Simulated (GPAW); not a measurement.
# CsSnI3 and the effect of the functional

Space group Pm-3m (No. 221). a = 6.206 Å, b = 6.206 Å, c = 6.206 Å, α = 90.00°, β = 90.00°, γ = 90.00°
```csv
atom,site,symmetry,x,y,z
Cs,1a,m-3m,0.0000,0.0000,0.0000
I,3c,4/mm.m,0.5000,0.5000,0.0000
Sn,1b,m-3m,0.5000,0.5000,0.5000
```

The cell comes from a database or a generator and needn't be the form met in nature.

The cell was measured well above room temperature.

Kept alike: task dielectric tensor; k mesh 4 × 4 × 4; occupations fermi-dirac, width 0.001 eV; no spin polarisation. Program: GPAW, potentials by row: PAW data sets generated for this functional (AM05, PBEsol); the program's PAW data sets (release 1.2.1) made for this functional (LDA, RPBE); GPAW PAW data sets (gpaw-data 1.2.1) (PBE), cutoff 400 eV. The mesh is that of the run's cell of 5 atoms. No spin-orbit coupling.

| functional | band gap (eV) |
| --- | --- |
| AM05 | 0.267 |
| LDA | 0.271 |
| PBE | 0.287 |
| PBEsol | 0.237 |
| RPBE | 0.310 |

Spin-orbit coupling, left out here, moves the band edges of heavy atoms and can close or invert small gaps. Runs of this series that gave no sound value for these columns are left out. A gap read on the mesh alone can miss an edge between its points.

Question: What does the functional change here?

Answer: The band gap runs from 0.237 (PBEsol) to 0.310 eV (RPBE). From PBE: AM05 -0.020; LDA -0.016; PBEsol -0.050; RPBE +0.023.
